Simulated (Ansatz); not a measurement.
How far is this WC from the hull?

Method: DFT PBE, scalar-relativistic, plane waves, PAW in Ansatz. All cells share a 420 eV cutoff and Γ-centred k meshes spaced at most about 0.3 Å⁻¹ (about 0.25 or finer for metals, 2π included). No spin polarisation.

Energies over the elements count from the elements' standard structures at the same level, with no fitted energy shifts.

These are static total energies at zero pressure. Spin–orbit coupling, which can matter for W, is left out. The reference form of C is held partly by dispersion forces, which this level lacks.

The competitors are the elements and 2 reference phases of this chemical system (from databases or known types: W2C, WC), relaxed at the same level; other known phases may be missing.

The candidate was reached from: random cell.

```xyz
2
Lattice="2.9399 0.0000 0.0000 0.0000 2.9399 0.0000 0.0000 0.0000 3.0277" Properties=species:S:1:pos:R:3 pbc="T T T"
W     1.4700    1.4700    1.5138
C     0.0000    0.0000    1.5138
```

Q: Is it stable, and against what?

A: Not the lowest form: another structure of the same formula lies lower. Its formation energy is 0.733 eV/atom. The lowest competing phase at this composition is this:

```json
{"phase": "WC", "space group": "P-6m2 (No. 187)", "source": "Materials Project", "share of atoms": "1.0000", "ΔE_f (eV/atom)": "-0.145"}
```

The candidate lies 0.88 eV/atom above this phase. The candidate matches no cell in the subsets of the Crystallography Open Database and the Materials Project at hand. The margin is far too high for a likely synthesis.
